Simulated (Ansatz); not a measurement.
**A substitution in CaO**

Method: PBEsol, scalar-relativistic; spin polarisation where moments were expected; PAW, 420 eV, Gaussian smearing of 0.05 eV; code Ansatz.

CaO was relaxed to zero pressure in the rocksalt structure.

It takes space group Fm-3m (No. 225, cubic). The conventional cell has a = 4.767 Å, b = 4.767 Å, c = 4.767 Å, α = 90.00°, β = 90.00°, γ = 90.00°. Ca (site symmetry m-3m) has 6 O at 2.38 Å as nearest neighbours. Around O (site symmetry m-3m) lie 6 Ca at 2.38 Å. Neighbours are those within 15 % of a site's shortest distance, so a longer bond may be listed from one end only.

Results for CaO: a (Å) 4.767, V (Å³/atom) 13.54, shortest unlike bond (Å) 2.38, gap (eV) 3.54, B0 (GPa) 115, E_f (eV/atom) -3.04.

Question: All O is replaced by Se and the cell relaxed again in the same space group. What comes out?

Answer: CaSe: a (Å) 5.868, V (Å³/atom) 25.26, shortest unlike bond (Å) 2.93, gap (eV) 1.88, B0 (GPa) 52, E_f (eV/atom) -2.05.

The volume changes by +86.6 %, or +23.1 % in mean length, and the shortest unlike bond by 0.55 Å. The bulk modulus goes from 115.2 to 52.0 GPa. The formation energy moves by 0.99 eV/atom, so CaO is the more strongly bound against its own elements. For O, Se the 2 valence electrons of Ca just fill the anion's shell; these members are gapped.

The PAW datasets are PBE ones. The gaps are differences of one-electron levels. E_f is the formation energy from the elements run alike, at 0 K, without zero-point energy or any correction for the binding of gas molecules or dispersion between the molecules, chains or layers of the solid elements; it is good to about 0.01 eV/atom as a calculation.

All runs used the PAW datasets of the set soft_2.
